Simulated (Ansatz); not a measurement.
## Generalised stacking fault in Si

The calculation used DFT LDA, scalar-relativistic, plane waves, PAW in Ansatz 0.2.0. Settings: plane waves to 420 eV, k-mesh 7×8×4 (Γ-centred), Gaussian smearing 0.15 eV. No spin polarisation. Energies are free energies at this smearing, counted from the undisturbed cell; pressure is positive in compression.

Zero of the scan (relaxed at this level; this form isn't the usual structure):

```xyz
16
Lattice="4.6594 -2.6901 -1.8590 0.0000 0.0000 -5.5769 4.6594 8.0704 0.0000" Properties=species:S:1:pos:R:3 pbc="T T T"
Si    4.6661    7.5134   -1.3572
Si    4.6661    2.1332   -5.0751
Si    6.5147    1.0917   -6.0786
Si    6.5147    6.4719   -2.3607
Si    3.2607    0.2674   -5.3042
Si    3.2607    5.6476   -1.5863
Si    7.0070    5.1076   -6.0786
Si    2.3475    2.4174   -2.3607
Si    5.5792   -0.0168   -2.3607
Si    5.5792    5.3634   -4.2196
Si    4.1738    3.4976   -1.3572
Si    4.1738   -1.8826   -5.0751
Si    3.2607    0.2674   -2.1316
Si    3.2607    5.6476   -3.9906
Si    0.9421    0.5516   -5.0751
Si    5.6015    3.2417   -3.2162
```

The cut lies on the cell's a–b face, a (1 1 0) plane (indices in the standard cell, whose axes needn't be the Cartesian ones shown) of area 30.00 Å², between layers 0.91 Å apart. Vector c is tilted by f times 1·a + 0·b (length 5.692 Å) with the atoms' Cartesian places fixed: one unrelaxed fault a cell. The cell is metallic on the mesh throughout.

```tsv
f	γ (mJ/m²)	shear traction, the slope of γ along the slip (GPa)
0.0000	0	0.0
0.1000	359	11.7
0.2000	1141	12.9
0.3000	1599	3.1
0.4000	1587	-1.4
0.5000	1597	1.4
0.6000	1708	2.7
0.7000	1830	-0.6
0.8000	1344	-15.5
0.9000	406	-13.8
```

Cost: 10 runs of about 6.4 core-minutes in all, on AMD EPYC 9R45 (Zen 5) (shared hosts).